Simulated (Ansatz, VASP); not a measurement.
## SrO in VASP and in Ansatz

File POSCAR:

```
SrO
1.0
    3.1028650671      0.0000000000      0.0000000000
    0.0000000000      3.1028650671      0.0000000000
    0.0000000000      0.0000000000      3.1028650671
Sr O
1 1
Direct
    0.0000000000      0.0000000000      0.0000000000
    0.5000000000      0.5000000000      0.5000000000
```

File INCAR.step1:

```
  PREC = Accurate
  ENCUT = 520
  EDIFF = 1E-5
  ISMEAR = 0
  SIGMA = 0.01
  LREAL = F
  LASPH = T
  NELM = 100
  ALGO = Normal
  ISIF = 2
  LWAVE = T
  GGA = PE
  NBANDS = 15
```

INCAR.step2

```
  PREC = Accurate
  ENCUT = 520
  EDIFF = 1E-6
  ISMEAR = 0
  SIGMA = 0.01
  LREAL = F
  LASPH = T
  NELM = 100
  ALGO = Normal
  ISIF = 2
  LWAVE = F
  LCHARG = T
  GGA = PE
  LHFCALC = T
  HFSCREEN = 0.2079
  PRECFOCK = Normal
  LELF = T
  LVHAR = T
  ISTART = 1
  NBANDS = 15
```

Contents of KPOINTS:

```
regular mesh
0
Gamma
  4 4 4
```

Input for Ansatz:

```yaml
crystal:
  lattice:
    - [3.1028650671, 0.0, 0.0]
    - [0.0, 3.1028650671, 0.0]
    - [0.0, 0.0, 3.1028650671]
  atoms:
    - { symbol: Sr, position: [0.0, 0.0, 0.0] }
    - { symbol: O, position: [0.5, 0.5, 0.5] }
kpoints:
  mp_grid: { grid: [4, 4, 4] }
hamiltonian:
  xc: hse06
scf:
  occupations: { method: fixed }
  n_extra_bands: 4
output:
  forces: true
  stress: true
  eigenvalues: true
  write_density: true
  write_potential: true
  elf: true
  volumetric_format: npy
```

The cell was built by a generator and needn't be a form met in nature.

Alike in both runs: task single point; functional HSE06; k mesh 4 × 4 × 4; no spin polarisation.

|  | VASP | Ansatz |
| --- | --- | --- |
| version | VASP 6.6.1 | Ansatz 0.2.0 |
| potentials or method | VASP PAW PBE potentials, release 64 (Sr_sv, O) | plane waves, PAW |
| plane-wave cutoff (eV) | 520 | 420 |
| occupations | gaussian, width 0.01 eV | fixed |
| valence electrons in the cell | 16 | 16 |

VASP gave:

* gap on the k mesh at the Fermi level (eV): 4.26
* pressure (GPa): 0.5

Task: Estimate Ansatz's values.

Result: gap on the k mesh at the Fermi level (eV): 4.32; pressure (GPa): -0.3.

Ansatz warned: «stress_exchange_threshold_loose».

Caveats: the k mesh is coarse (spacing up to 0.51 Å⁻¹), so the values aren't converged, least of all with exact exchange; the PAW data sets were made with another functional, which shifts forces and pressure a little (VASP). A k mesh can miss the band edges.
